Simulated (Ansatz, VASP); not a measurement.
**C in VASP and in Ansatz**

```xyz
8
Lattice="3.8000 0.0000 0.0000 0.0000 3.8000 0.0000 0.0000 0.0000 3.8000" Properties=species:S:1:pos:R:3 pbc="T T T"
C     1.9000    1.9000    1.9000
C     0.0000    0.0000    0.0000
C     0.9500    0.0000    1.9000
C     1.9000    0.9500    0.0000
C     1.9000    2.8500    0.0000
C     2.8500    0.0000    1.9000
C     0.0000    1.9000    2.8500
C     0.0000    1.9000    0.9500
```

Alike in both runs: task relaxation of cell and atoms; functional PBEsol; k mesh 10 × 10 × 10; occupations gaussian, width 0.1 eV; no spin polarisation.

```csv
,VASP,Ansatz
version,VASP 6.6.1,Ansatz 0.2.0
potentials or method,"VASP PAW PBE potentials, release 64 (C)","scalar-relativistic, plane waves, PAW"
plane-wave cutoff (eV),600,420
valence electrons in the cell,32,32
```

VASP gave:

```
gap on the k mesh at the Fermi level, each at its own relaxed structure (eV) : none
relaxed volume (Å³/atom)                                                     : 6.96
relaxed cell length with the largest relative difference (Å)                 : 3.819
```

Question: What did Ansatz give for the same quantities?

Answer: gap on the k mesh at the Fermi level, each at its own relaxed structure (eV): none; relaxed volume (Å³/atom): 6.96; relaxed cell length with the largest relative difference (Å): 3.818.

A gap of «none» marks a metal or a gap that the smearing closes.

Caveats: the PAW data sets were made with another functional, which shifts forces and pressure a little (VASP).
